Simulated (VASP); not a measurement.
# Bi (C2/m) in VASP: further runs

One crystal, Bi, is run at these levels: PBE; tasks: single point.

Everything below comes from runs of VASP 6.6.1. Logs are shortened: lines on timing, memory, paths and dates and some standing lists are left out, and cuts for length are marked.

### Step 1. Starting point

The structure is monoclinic, space group C2/m (No. 12). The conventional cell has a = 6.977 Å, b = 6.265 Å, c = 3.359 Å, α = 90.00°, β = 112.04°, γ = 90.00°. Around Bi (site symmetry m) lie 6 Bi at 3.21 to 3.45 Å.

This isn't the form of Bi at room conditions, which is rhombohedral.

### Step 2. Single point, PBE

File INCAR:

```
PREC = Accurate
ENCUT = 460
EDIFF = 1E-5
ISMEAR = 1
SIGMA = 0.15
LREAL = F
LASPH = T
NELM = 100
ALGO = Normal
ISIF = 2
LWAVE = F
LCHARG = F
GGA = PE
NBANDS = 22
ADDGRID = F
```

File KPOINTS:

```
Automatic mesh
0
Gamma
  7 7 9
```

File POSCAR:

```
Bi
1.0
    3.4885980000     -3.1325780000      0.0000000000
    3.4885980000      3.1325780000      0.0000000000
   -1.2602350000      0.0000000000      3.1135500000
Bi
2
Direct
    0.7530610000      0.7530610000      0.8573820000
    0.2469390000      0.2469390000      0.1426180000
```

Potentials or basis: VASP PAW PBE potentials, release 64 (Bi_d).

Started as:

```
cat potpaw_PBE.64/Bi_d/POTCAR > POTCAR
mpirun -np 1 vasp_std > vasp.out
```

OUTCAR:

```text
PREC = Accurate
   ENCUT = 460
   EDIFF = 1E-5
   ISMEAR = 1
   LREAL = F
   LASPH = T
   NELM = 100
   ISIF = 2
   GGA = PE

 Found    128 irreducible k-points:

 Following reciprocal coordinates:
            Coordinates               Weight
  0.000000  0.000000  0.000000      1.000000
  0.142857  0.000000  0.000000      4.000000
  0.285714  0.000000  0.000000      4.000000
  0.428571 -0.000000  0.000000      4.000000
  0.142857  0.142857  0.000000      2.000000
  0.285714  0.142857  0.000000      4.000000
   k-points           NKPTS =    128   k-points in BZ     NKDIM =    128   number of bands    NBANDS=     22
   number of dos      NEDOS =    301   number of ions     NIONS =      2
   total plane-waves  NPLWV =  31104
   dimension x,y,z NGX =    36 NGY =   36 NGZ =   24
   dimension x,y,z NGXF=    72 NGYF=   72 NGZF=   48
   ions per type =               2
   NGX,Y,Z   is equivalent  to a cutoff of  12.76, 12.76, 11.88 a.u.
   NGXF,Y,Z  is equivalent  to a cutoff of  25.53, 25.53, 23.76 a.u.
 SYSTEM =  unknown system
   PREC   = accura    normal or accurate (medium, high low for compatibility)
   ISTART =      0    job   : 0-new  1-cont  2-samecut
   ICHARG =      2    charge: 1-file 2-atom 10-const
   ISPIN  =      1    spin polarized calculation?
   LNONCOLLINEAR =      F non collinear calculations
   LSORBIT =      F    spin-orbit coupling
   LASPH  =      T    aspherical Exc in radial PAW
   ENCUT  =  460.0 eV  33.81 Ry    5.81 a.u.   8.20  8.20  5.87*2*pi/ulx,y,z
   NELM   =    100;   NELMIN=  2; NELMDL= -5     # of ELM steps
   EDIFF  = 0.1E-04   stopping-criterion for ELM
   LREAL  =      F    real-space projection
   EDIFFG = 0.1E-03   stopping-criterion for IOM
   NSW    =      0    number of steps for IOM
   IBRION =     -1    ionic relax: 0-MD 1-quasi-New 2-CG
   NFREE  =      0    steps in history (QN), initial steepest desc. (CG)
   ISIF   =      2    stress and relaxation
   ISYM   =      2    0-nonsym 1-usesym 2-fastsym
   POTIM  = 0.5000    time-step for ionic-motion
   TEBEG  =    0.0;   TEEND  =   0.0 temperature during run
   PSTRESS=    0.0 pullay stress
   NELECT =      30.0000    total number of electrons
   NUPDOWN=      -1.0000    fix difference up-down
   EMIN   =  10.00;   EMAX   =-10.00  energy-range for DOS
   EFERMI =   0.00;   METHOD = LEGACY
   ISMEAR =     1;   SIGMA  =   0.15  broadening in eV -4-tet -1-fermi 0-gaus
   EFERMI_NEDOS =   21; number of points for ismear=-14 and -15
   IALGO  =     38    algorithm
   IMIX   =      4    mixing-type and parameters
     AMIX     =   0.40;   BMIX     =  1.00
     AMIX_MAG =   1.60;   BMIX_MAG =  1.00
  volume/ion in A,a.u.               =      34.03       229.62
  Fermi-wavevector in a.u.,A,eV,Ry     =   1.245955  2.354514 21.121737  1.552404
  Thomas-Fermi vector in A             =   2.380154
   LORBIT       =      0    0 simple, 1 ext, 2 COOP (PROOUT), +10 PAW based schemes
   GGA     = PE    functional components
   LHFCALC =     F    Hartree Fock is set to
   AEXX    =    0.0000 exact exchange contribution
   IVDW    =     0    specifies the selected vdW correction
   LEPSILON=     F    determine dielectric tensor
   LRPA    =     F    only Hartree local field effects (RPA)
 non-spin polarized calculation
 Methfessel and Paxton  Order N= 1 SIGMA  =   0.15
  energy-cutoff  :      460.00
  volume of cell :       68.05
 maximum number of plane-waves:      1541
 NGX is ok and might be reduce to    36
   NGX = 17   NGY = 17   NGZ = 11

 number of electron      29.9999993 magnetization

 Free energy of the ion-electron system (eV)
  ---------------------------------------------------
  ext. energy  EPLUGINS =         0.00000000
  ---------------------------------------------------
  free energy    TOTEN  =        -7.68191991 eV

  energy without entropy =       -7.68132972  energy(sigma->0) =       -7.68172318

 E-fermi :   6.6833     XC(G=0):  -9.7821

 val. band max:        6.6650331120   @ k =   0.4286  -0.0000   0.0000
 cond. band min:       6.6849155945   @ k =   0.2857   0.0000   0.1111
 fundamental gap:      0.0198824825
 Fermi energy:         6.6833172933

 k-point     1 :       0.0000    0.0000    0.0000
  band No.  band energies     occupation
      1     -16.1987      2.00000
      2     -16.1755      2.00000
      3     -16.1331      2.00000
      4     -16.1001      2.00000
      5     -16.0220      2.00000
      6     -16.0043      2.00000
[... 14 lines left out ...]
     21      14.9959      0.00000
     22      15.4797      0.00000

 k-point     2 :       0.1429    0.0000    0.0000
  band No.  band energies     occupation
      1     -16.1889      2.00000
      2     -16.1755      2.00000
      3     -16.1362      2.00000
      4     -16.0917      2.00000
      5     -16.0200      2.00000
      6     -16.0071      2.00000
[... 14 lines left out ...]
     21      15.1425      0.00000
     22      15.9490      0.00000

 k-point     3 :       0.2857    0.0000    0.0000
  band No.  band energies     occupation
      1     -16.1825      2.00000
      2     -16.1607      2.00000
      3     -16.1359      2.00000
      4     -16.0690      2.00000
      5     -16.0257      2.00000
      6     -16.0056      2.00000
[... 14 lines left out ...]
     21      15.7726      0.00000
     22      16.7915      0.00000

 k-point     4 :       0.4286   -0.0000    0.0000
  band No.  band energies     occupation
      1     -16.1840      2.00000
      2     -16.1577      2.00000
      3     -16.1047      2.00000
      4     -16.0470      2.00000
      5     -16.0388      2.00000
      6     -16.0009      2.00000
[... 14 lines left out ...]
     21      15.8237      0.00000
     22      16.4993      0.00000

 k-point     5 :       0.1429    0.1429    0.0000
  band No.  band energies     occupation
      1     -16.1802      2.00000
      2     -16.1756      2.00000
      3     -16.1297      2.00000
      4     -16.0847      2.00000
      5     -16.0211      2.00000
      6     -16.0123      2.00000
[... 14 lines left out ...]
     21      15.4137      0.00000
     22      16.5035      0.00000

 k-point     6 :       0.2857    0.1429    0.0000
  band No.  band energies     occupation
      1     -16.1799      2.00000
      2     -16.1646      2.00000
      3     -16.1162      2.00000
      4     -16.0643      2.00000
      5     -16.0279      2.00000
      6     -16.0090      2.00000
[... 14 lines left out ...]
     21      15.9751      0.00000
     22      16.5024      0.00000

 [... further k-points ...]
[... 5 lines left out ...]
  --------------------------------------------------------------------------------------
  -------------------------------------------------------------------------------------
  Total       -0.0322007      0.0605951     -0.0703551      0.0000000      0.0000000     -0.0308770
  in kB       -0.7581180      1.4266239     -1.6564080      0.0000000      0.0000000     -0.7269539
  external PRESSURE =      -0.3293007 kB  Pullay stress =       0.0000000 kB

 VOLUME and BASIS-vectors are now :
 -----------------------------------------------------------------------------
  energy-cutoff  :      460.00
  volume of cell :       68.05
      direct lattice vectors                 reciprocal lattice vectors
     3.488598000 -3.132578000  0.000000000     0.143324052 -0.159612945  0.058011590
     3.488598000  3.132578000  0.000000000     0.143324052  0.159612945  0.058011590
    -1.260235000  0.000000000  3.113550000     0.000000000  0.000000000  0.321176792

 POSITION                                       TOTAL-FORCE (eV/Angst)
 -----------------------------------------------------------------------------------
      4.17375      0.00000      2.66950         0.047257      0.000000      0.048887
      1.54321      0.00000      0.44405        -0.047257      0.000000     -0.048887
 -----------------------------------------------------------------------------------
    total drift:                               -0.000000      0.000000      0.000000

  FREE ENERGIE OF THE ION-ELECTRON SYSTEM (eV)
  ---------------------------------------------------
  free  energy   TOTEN  =        -7.6819199090 eV

  energy  without entropy=       -7.6813297163  energy(sigma->0) =       -7.68172318
```

Wall time 39 s (1 thread of Intel Xeon Platinum 8488C (Sapphire Rapids), shared host); peak memory 0.25 GiB.

The run converged, but some of its settings lie outside the range that counts as converged, so its numbers aren't taken as properties of the crystal.

What came out:

```
Free energy            : -7.6819 eV
Pressure               : 0.0 GPa
Largest force          : 0.068 eV/Å
Band gap on the k mesh : none (metal or under the smearing width)
```

Caveat: spin-orbit coupling is left out, which moves the levels of the heavy elements.

### Step 3. Single point, PBE

INCAR, as its differences from that of step 2:

```diff
@@ -2,3 +2,3 @@
 ENCUT = 460
-EDIFF = 1E-5
+EDIFF = 1E-6
 ISMEAR = 1
@@ -14,2 +14,2 @@
 NBANDS = 22
-ADDGRID = F
+ADDGRID = T
```

KPOINTS is that of step 2.

POSCAR is that of step 2.

Potentials or basis: VASP PAW PBE potentials, release 64 (Bi_d).

Started as:

```
cat potpaw_PBE.64/Bi_d/POTCAR > POTCAR
mpirun -np 1 vasp_std > vasp.out
```

Run time: 56 s. Hardware: 1 thread of Intel Xeon Platinum 8488C (Sapphire Rapids), shared host; peak memory 0.34 GiB.

The run converged, but some of its settings lie outside the range that counts as converged, so its numbers aren't taken as properties of the crystal.

What came out:

- Free energy: -7.6819 eV
- Pressure: 0.0 GPa
- Largest force: 0.069 eV/Å
- Band gap on the k mesh: none (metal or under the smearing width)

Caveat: spin-orbit coupling is left out, which moves the levels of the heavy elements.

(Part 1 of 2 ends here.)
